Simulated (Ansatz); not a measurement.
# hcp against fcc along group 13

The calculation used DFT, RPBE, plane waves (420 eV) with PAW, scalar-relativistic in Ansatz 0.2.0. (PAW data from PBE, frozen cores regenerated.)

Each structure is relaxed within its symmetry, in the lowest magnetic state of the tried starts. Differences under about 8 meV lie within the error of the k-point mesh. Some of these cells lie far above the measured volume under this functional.

```tsv
element	E(hcp) − E(fcc) (meV/atom)	V(hcp) (Å³/atom)	V(fcc) (Å³/atom)	state of hcp	state of fcc
Al	?	?	?	?	?
Ga	10	19.83	19.68	spin not included	spin not included
In	5	29.04	28.78	spin not included	spin not included
Tl	-23	33.83	33.51	spin not included	spin not included
```

**Question.** Fill in the row of Al.

**Answer.** E(hcp) − E(fcc) (meV/atom): 36; V(hcp) (Å³/atom): 16.93; V(fcc) (Å³/atom): 16.79; state of hcp: spin not included; state of fcc: spin not included.
